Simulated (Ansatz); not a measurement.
Crystal: Fe.

```
Fe
1.0
    -1.44300    1.44300    1.44300
     1.44300   -1.44300    1.44300
     1.44300    1.44300   -1.44300
Fe
1
Direct
  0.00000 0.00000 0.00000
```

```yaml
Program: Ansatz 0.2.0
Task: single point
Functional: PBEsol
Potentials_or_basis: all-electron LAPW, scalar-relativistic
Cutoff: 303 eV (chosen from the basis error)
Basis_error_allowed: 0.001 eV/atom
k_mesh: 13 × 13 × 13
Occupations: fermi-dirac, width 0.05 eV
Spin: collinear spin, ferromagnetic start
Starting_moments: "[3.0] μB"
```

On this cell: pressure -18.1 GPa; net moment 2.25 μB per cell; site moments Fe +2.31 μB; band gap on the k mesh none (metal or under the smearing width).

The same run follows on a disturbed copy (cell strained at random at fixed volume):

```xyz
1
Lattice="-1.4815 1.4342 1.4590 1.4675 -1.4310 1.4417 1.4535 1.4030 -1.4557" Properties=species:S:1:pos:R:3 pbc="T T T"
Fe   -0.0126   -0.0290   -0.0073
```

What changes?

The energy (extrapolated to zero smearing) moves by +2.9 meV/atom; pressure -17.9 GPa; net moment 2.26 μB per cell; site moments Fe +2.31 μB; band gap on the k mesh none (metal or under the smearing width).

Stress tensor (GPa, compression positive):
```
-18.99   1.33   0.58
  1.33 -16.37  -0.05
  0.58  -0.05 -18.37
```

Caveats: so large a pressure means that the cell lies far from this level's equilibrium, or that cutoff or potentials fall short (some runs).
